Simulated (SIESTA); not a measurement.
LiH: equation of state with PBE

The system is LiH.

```xyz
2
Lattice="0.0000 2.0368 2.0368 2.0368 0.0000 2.0368 2.0368 2.0368 0.0000" Properties=species:S:1:pos:R:3 pbc="T T T"
Li    0.0000    0.0000    0.0000
H     2.0368    2.0368    2.0368
```

| Quantity | Value |
| --- | --- |
| Program | SIESTA 5.4.2 |
| Task | equation of state |
| Functional | PBE |
| Potentials or basis | PseudoDojo 0.4 standard (PBE files) |
| Basis | DZP (energy shift 0.003 Ry; two zetas on semicore shells) |
| Grid cutoff | 800 Ry |
| Energy shift | 0.003 Ry |
| k mesh | 11 × 11 × 11 |
| Occupations | fermi-dirac, width 0.05 eV |
| Spin | no spin polarisation |

* Equilibrium volume: 8.04 Å³/atom
* Bulk modulus: 40 GPa
* Pressure derivative of the bulk modulus: 5.9 (rough: it moves with the points fitted)

Energy against volume, from the lowest point:
```tsv
volume (Å³/atom)	energy (meV/atom)
7.942	0.04
8.111	0.00
8.280	0.74
8.449	2.34
8.618	4.43
8.787	7.09
8.956	10.26
```

All runs of the series together: 4 min on 1 thread of Arm Neoverse V1, with other jobs on the host.

Caveat: the basis of atomic orbitals isn't converged, which shifts pressures, moduli and gaps.
